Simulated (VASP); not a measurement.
Crystal: RbBr.

```
CELL_PARAMETERS angstrom
0.00000 3.42700 3.42700
3.42700 0.00000 3.42700
3.42700 3.42700 0.00000
ATOMIC_POSITIONS crystal
Rb 0.00000 0.00000 0.00000
Br 0.50000 0.50000 0.50000
```

```yaml
Program: VASP 6.6.1
Task: relaxation of cell and atoms
Functional: PBE
Potentials_or_basis: VASP PAW PBE potentials, release 64 (Rb_sv, Br)
Cutoff: 600 eV
k_mesh: 6 × 6 × 6
Occupations: gaussian, width 0.02 eV
Spin: no spin polarisation
```

At the start: pressure 1.0 GPa; volume 40.25 Å³/atom.

Problem. Where does the relaxation end?

Solution. Over 4 steps the energy falls by 9.1 meV/atom and the volume is 43.33 Å³/atom (+7.7 %); space group Fm-3m (No. 225, to 0.05 Å).

The path:
| step | energy change (eV) | largest force (eV/Å) | pressure (GPa) | volume (Å³) |
| --- | --- | --- | --- | --- |
| 1 | 0.0000 | 0.0000 | 1.03 | 80.50 |
| 2 | -0.0140 | 0.0000 | 0.48 | 83.54 |
| 3 | -0.0182 | 0.0000 | 0.03 | 86.42 |
| 4 | -0.0182 | 0.0000 | -0.01 | 86.66 |

Final structure:
```xyz
2
Lattice="0.0000 3.5123 3.5123 3.5123 0.0000 3.5123 3.5123 3.5123 0.0000" Properties=species:S:1:pos:R:3 pbc="T T T"
Rb    0.0000    3.5123    3.5123
Br    3.5123    3.5123    3.5123
```
